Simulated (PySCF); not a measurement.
Computed XPS line lists of a few unrelated compounds.

Computed with delta-SCF UKS SCAN, pcX-2 on the ionised atom, pcseg-1 elsewhere, spin-free X2C in PySCF 2.14.0. Geometries: PBE0-D3(BJ)/def2-SVP; isolated species, one conformer each.

Line lists (1s up to Mg, 2p3/2 beyond, nothing for Se; areas count atoms within a level, one atom standing for each set equivalent by bonding):
1. C 1s: 290.69 (area 2), 290.99 (area 1), 291.32 (area 2) eV; N 1s: 404.64 eV
2. B 1s: 189.17 eV; Cl 2p3/2: 199.30 eV
3. Si 2p3/2: 107.34 eV

Structures:
A. `C1=CC=NC=C1`
B. `[BH3-]Cl`
C. `[SiH3][SeH]`

Which list belongs to which compound?

- 1 = A: no other candidate has this set of levels. C 1s: 290.69 aromatic CH carbon (×2), 290.99 aromatic CH carbon, 291.32 aromatic CH next to a ring nitrogen (×2); N 1s: 404.64 pyridine-type nitrogen.
- 2 = B: no other candidate has this set of levels. B 1s: 189.17 four-coordinate boron; Cl 2p3/2: 199.30 chlorine bonded to B.
- 3 = C: no other candidate has this set of levels. Si 2p3/2: 107.34 SiH3 silicon.

2p3/2 and 2p1/2 are the ΔSCF energy of one spin-free 2p hole plus the eigenvalues of a spin–orbit and ligand-field matrix of the shell.
